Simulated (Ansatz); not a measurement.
**TePb: the band gap up the ladder of functionals**

The task here is to estimate one member of a computed series from the others.

Program: Ansatz 0.2.0. PAW datasets, plane waves. Spin-unpolarised throughout; all numbers are computed.

## The system as given

The cell was relaxed beforehand with r2SCAN.

Space group Fm-3m (No. 225), cubic; a = 6.536 Å in the conventional setting, 34.90 Å³ an atom. Te has 6 Pb at 3.27 Å; Pb has 6 Te at 3.27 Å.

The structure in full:

```cif
data_structure
_symmetry_space_group_name_H-M 'P 1'
_symmetry_Int_Tables_number 1
_cell_length_a 4.6214
_cell_length_b 4.6214
_cell_length_c 4.6214
_cell_angle_alpha 60.000
_cell_angle_beta 60.000
_cell_angle_gamma 60.000
_cell_volume 69.79
loop_
_atom_site_label
_atom_site_type_symbol
_atom_site_fract_x
_atom_site_fract_y
_atom_site_fract_z
_atom_site_occupancy
Te1 Te 0.50000 0.50000 0.50000 1
Pb1 Pb 0.00000 0.00000 0.00000 1
```

The first run:

Input file input.yaml:

```yaml
crystal:
  lattice:
    - [0.0, 3.2678555452, 3.2678555452]
    - [3.2678555452, 0.0, 3.2678555452]
    - [3.2678555452, 3.2678555452, 0.0]
  atoms:
    - { symbol: Te, position: [0.5, 0.5, 0.5] }
    - { symbol: Pb, position: [0.0, 0.0, 0.0] }
kpoints:
  mp_grid: { grid: [8, 8, 8] }
  band_path:
    path:
      - [[0.0, 0.0, 0.0], [0.5, 3.191569971689e-35, 0.5], [0.625, 0.25, 0.625]]
      - [[0.375, 0.375, 0.75], [0.0, 0.0, 0.0], [0.5, 0.5, 0.5], [0.5, 0.25, 0.75], [0.5, 3.191569971689e-35, 0.5]]
    npoints: 10
hamiltonian:
  xc: pbe
scf:
  occupations: { method: fermi_dirac, width: 0.02 }
  n_extra_bands: 4
output:
  forces: true
  stress: true
  eigenvalues: true
```

Launch:

```
$ ansatz run input.yaml --threads 2 --pin off --max-ram 4608MiB --backend cpu --events-out ev --progress --plain --runs-dir out
```

Steps of the session up to this table: Band structure with PBE; r2SCAN; Single point with HSE06; Single point with PBE+SOC; PBE0 at the same geometry; LDA; One-shot GW from PBE; DDH-PBE0 at the same geometry; HSE06+SOC; Single point with Hartree-Fock; Single point with r2SCAN0.

One table of the session follows, with a row left open; its other results are not shown here.

| level | gap (eV) |
| --- | --- |
| PBE | ? |
| r2SCAN | 1.09 |
| HSE06 | 1.20 |
| PBE+SOC | 0.02 |
| PBE0 | 1.75 |
| LDA | 0.71 |
| G0W0@PBE (208 empty bands) | 1.02 |
| G0W0@PBE (517 empty bands) | 1.11 |
| DDH-PBE0 | 0.93 |
| HSE06+SOC | 0.27 |
| Hartree-Fock | 5.41 |
| r2SCAN0 | 1.95 |

Estimate the missing values for PBE.

The run gave: gap (eV): 0.80. In the column «gap (eV)» it lies between LDA (0.71) and DDH-PBE0 (0.93).

Meshes: PBE 8×8×8, r2SCAN 8×8×8, HSE06 6×6×6, PBE+SOC 8×8×8, PBE0 6×6×6, LDA 8×8×8, DDH-PBE0 6×6×6, HSE06+SOC 4×4×4, Hartree-Fock 6×6×6, r2SCAN0 6×6×6

To keep in mind: Spin-orbit coupling changes the PBE gap by -0.78 eV, and the other levels here lack it unless marked. Levels not so marked lack spin-orbit coupling, so their miss is not the functional's alone. Warnings in the runs' records: stress exchange threshold loose, stress scf threshold loose.
